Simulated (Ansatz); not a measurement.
NaCl, CsCl type was relaxed with 5 functionals in the PAW code Ansatz, cell and atoms free, the symmetry of the start kept (meshes: PBE 8×8×8, r2SCAN 6×6×6, PBEsol 6×6×6, LDA 6×6×6, HSE06 4×4×4). Spin-unpolarised throughout. Whether this structure exists isn't addressed.

The PBE result:
```xyz
2
Lattice="3.5065 0.0000 0.0000 0.0000 3.5065 0.0000 0.0000 0.0000 3.5065" Properties=species:S:1:pos:R:3 pbc="T T T"
Na    0.0000    0.0000    0.0000
Cl    1.7532    1.7532    1.7532
```

The symmetry is Pm-3m (No. 221, cubic); conventional cell a = 3.506 Å, 21.56 Å³ an atom. Around Na lie 8 Cl at 3.04 Å; around Cl lie 8 Na at 3.04 Å.

(1) Order the functionals by the relaxed volume, smallest first.
A. PBEsol
B. LDA
C. PBE
D. r2SCAN
E. HSE06

(2) What lattice does PBEsol give?

(3) How does the cell change with HSE06?

(4) Held at the r2SCAN cell, what mean stress do LDA and PBE find, and does its sign point to their own minimum?

## Answers

(1) B (19.14 Å³/atom), A (20.48 Å³/atom), D (20.70 Å³/atom), E (21.18 Å³/atom), C (21.56 Å³/atom).

(2) a = 3.447 Å; the volume differs by -5.0 % from PBE's. Na has 8 Cl at 2.99 Å; Cl has 8 Na at 2.99 Å.

(3) a = 3.486 Å; the volume differs by -1.8 % from PBE's. Na is surrounded by 8 Cl at 3.02 Å; Cl is surrounded by 8 Na at 3.02 Å.

(4) Yes. LDA -2.31 GPa, and its relaxed volume is -7.5 % from r2SCAN's; PBE +1.15 GPa, and its relaxed volume is +4.1 % from r2SCAN's. Compression counts positive, so a positive stress asks for a larger cell.
